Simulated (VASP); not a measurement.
Set up this calculation in VASP 6.6.1, as the native input.

```yaml
Task: band structure
Functional: HSE06
Potentials_or_basis: VASP PAW PBE potentials, release 64 (Si, C)
Cutoff: 520 eV
k_mesh: 8 × 8 × 8
Occupations: gaussian, width 0.02 eV
Spin: no spin polarisation
Grid_for_exact_exchange_PRECFOCK: Fast
Screening_parameter: 0.2 1/A
Further_INCAR_settings: ALGO = Normal; EDIFF = 1e-06
```

SiC:

```
Si C
1.0
     0.00000    2.17900    2.17900
     2.17900    0.00000    2.17900
     2.17900    2.17900    0.00000
Si C
1 1
Direct
  0.00000 0.00000 0.00000
  0.25000 0.25000 0.25000
```

These files were run (other wordings do the same):

POSCAR

```
SiC
1.0
    0.0000000000      2.1790000000      2.1790000000
    2.1790000000      0.0000000000      2.1790000000
    2.1790000000      2.1790000000      0.0000000000
Si C
1 1
Direct
    0.0000000000      0.0000000000      0.0000000000
    0.2500000000      0.2500000000      0.2500000000
```

INCAR.step1

```
PREC = Accurate
ENCUT = 520
EDIFF = 1E-5
ISMEAR = 0
SIGMA = 0.02
LREAL = False
LASPH = True
NELM = 60
ALGO = Normal
ISIF = 2
LWAVE = True
LCHARG = False
GGA = PE
```

INCAR.step2

```
PREC = Accurate
ENCUT = 520
EDIFF = 1E-6
ISMEAR = 0
SIGMA = 0.02
LREAL = False
LASPH = True
NELM = 60
ALGO = Normal
ISIF = 2
LWAVE = False
LCHARG = False
GGA = PE
LHFCALC = True
HFSCREEN = 0.2
PRECFOCK = Fast
ISTART = 1
```

KPOINTS

```
Automatic mesh
0
Gamma
  8 8 8
```

KPOINTS_OPT

```
path GXWKGLUWLK,UX
12
line-mode
reciprocal
 0.0000000000  0.0000000000  0.0000000000  G
 0.5000000000  0.0000000000  0.5000000000  X

 0.5000000000  0.0000000000  0.5000000000  X
 0.5000000000  0.2500000000  0.7500000000  W

 0.5000000000  0.2500000000  0.7500000000  W
 0.3750000000  0.3750000000  0.7500000000  K

 0.3750000000  0.3750000000  0.7500000000  K
 0.0000000000  0.0000000000  0.0000000000  G

 0.0000000000  0.0000000000  0.0000000000  G
 0.5000000000  0.5000000000  0.5000000000  L

 0.5000000000  0.5000000000  0.5000000000  L
 0.6250000000  0.2500000000  0.6250000000  U

 0.6250000000  0.2500000000  0.6250000000  U
 0.5000000000  0.2500000000  0.7500000000  W

 0.5000000000  0.2500000000  0.7500000000  W
 0.5000000000  0.5000000000  0.5000000000  L

 0.5000000000  0.5000000000  0.5000000000  L
 0.3750000000  0.3750000000  0.7500000000  K

 0.6250000000  0.2500000000  0.6250000000  U
 0.5000000000  0.0000000000  0.5000000000  X
```

Potentials or basis: VASP PAW PBE potentials, release 64 (Si, C).

Launch:

```console
$ cat potpaw_PBE.64/Si/POTCAR potpaw_PBE.64/C/POTCAR > POTCAR
$ cp INCAR.step1 INCAR
$ mpirun -np 1 vasp_std > vasp.out
$ cp INCAR.step2 INCAR
$ mpirun -np 1 vasp_std > vasp.out
```

It gave:

The pressure is -1.8 GPa. The band gap on the k mesh is 2.25 eV, indirect (least direct gap 5.75 eV) and the band gap along the path is 2.25 eV, indirect (least direct gap 5.75 eV).

Caveat: the PAW data sets were made with another functional, which shifts forces and pressure a little.

It took 17 min on 1 thread of Intel(R) Xeon(R) Platinum 8488C (Sapphire Rapids), on a shared host, peak memory 0.31 GiB.
